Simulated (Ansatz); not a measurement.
# LiCl: the cost of one run

Method: DFT LDA, scalar-relativistic, plane waves, PAW, in Ansatz 0.2.0.

The COD entry's cell or inner coordinates are ideal or old and differ from later refinements, so a difference from it is no clean test against experiment.

## 1. The structure to begin with

Symmetry: Fm-3m, No. 225, cubic system. The conventional cell has a = 5.130 Å, b = 5.130 Å, c = 5.130 Å, α = 90.00°, β = 90.00°, γ = 90.00°. Li (site symmetry m-3m) is surrounded by 6 Cl at 2.56 Å. Cl (site symmetry m-3m) has 6 Li at 2.56 Å as nearest neighbours.

As a file:

```xyz
2
Lattice="0.0000 2.5648 2.5648 2.5648 0.0000 2.5648 2.5648 2.5648 0.0000" Properties=species:S:1:pos:R:3 pbc="T T T"
Li    0.0000    0.0000    0.0000
Cl    2.5648    2.5648    2.5648
```

The cell is taken as given, not relaxed at this level.

## 2. Zero of energy

The reference gives a free energy of -1249.4416 eV, pressure -3.24 GPa, largest force 0.000 eV/Å and gap on the mesh 5.99 eV. It was computed beforehand with the settings of the runs below.

## 3. The scan: a strain scan

The cell is strained by ε times the Voigt pattern (0, 0, 0, 0, 1, 0) (xx, yy, zz, yz, xz, xy; engineering shear), with fractional coordinates fixed (clamped ions). The stress on the pattern is the sum of the stress components weighted by it, tension positive.

## 4. Point ε = -0.0400

input.yaml reads:

```yaml
crystal:
  lattice:
    - [-0.0512952, 2.56476, 2.56476]
    - [2.5134648, 0.0, 2.5134648]
    - [2.56476, 2.56476, -0.0512952]
  atoms:
    - { symbol: Li, position: [0.0, 0.0, 0.0] }
    - { symbol: Cl, position: [0.5, 0.5, 0.5] }
basis:
  ecutwfc: 420
kpoints:
  mp_grid: { grid: [8, 8, 8] }
hamiltonian:
  xc: lda
scf:
  occupations: { method: gaussian, width: 0.05 }
output:
  forces: true
  stress: true
  eigenvalues: true
```

**Question.** How long does this run take on 1 thread of an Arm CPU, shared host, and how much memory does it need?

About 1.3 s, with a peak of 0.29 GiB.
